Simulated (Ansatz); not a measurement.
Runs of Ansatz 0.2.0 on Co. It takes space group P6_3/mmc (No. 194, hexagonal). Conventional cell: a = 2.472 Å, b = 2.472 Å, c = 4.021 Å, α = 90.00°, β = 90.00°, γ = 120.00°. Co (site symmetry -6m2) is surrounded by 12 Co at 2.47 Å. 

| task | level | potentials or basis | cell | cutoff (eV) | smearing | basis error allowed | gap on the mesh (eV) | pressure (GPa) | moment (μB) |
| --- | --- | --- | --- | --- | --- | --- | --- | --- | --- |
| band structure | PBEsol | all-electron LAPW, inner shells corrected to Dirac's equation | as given | 315 | fermi-dirac 0.05 eV | 0.001 eV/atom | - | -5.8 | 3.20 |
| single point | PBEsol | all-electron LAPW, scalar-relativistic | as given | 315 | gaussian 0.1 eV | 0.001 eV/atom | none | -5.8 | 3.20 |
| band structure | revPBE | all-electron LAPW, scalar-relativistic | as given | 315 | fermi-dirac 0.05 eV | 0.001 eV/atom | - | (b) | (a) |
| relaxation of cell and atoms | PBEsol+D3(BJ) | all-electron LAPW, scalar-relativistic | relaxed | - | fermi-dirac 0.05 eV | 0.001 eV/atom | - | 0.0 | 3.05 |
| density of states | PBEsol | all-electron LAPW, scalar-relativistic | as given | 315 | fermi-dirac 0.05 eV | 0.001 eV/atom | none | -5.8 | 3.20 |
| band structure | PBEsol | all-electron LAPW, non-relativistic | as given | 315 | fermi-dirac 0.05 eV | 0.001 eV/atom | - | -2.0 | 3.16 |
| band structure | PBEsol | all-electron LAPW, scalar-relativistic | as given | 315 | fermi-dirac 0.05 eV | 0.001 eV/atom | - | -5.8 | 3.20 |
| band structure | PBEsol | all-electron PAW datasets made for the crystal | as given | 320 | fermi-dirac 0.05 eV | - | - | -5.8 | 3.20 |

Alike in all rows: spin collinear, ferromagnetic start; k mesh 12 × 12 × 7.

Fill in the values left out.

(a) 3.23; (b) 9.1.

Caveats: the program warned that the printed levels may be off, so bands, gaps and densities of states are rough (some runs).

A gap of «none» marks a metal or a gap under the smearing width.

Runs at the PBE level aren't shown here.
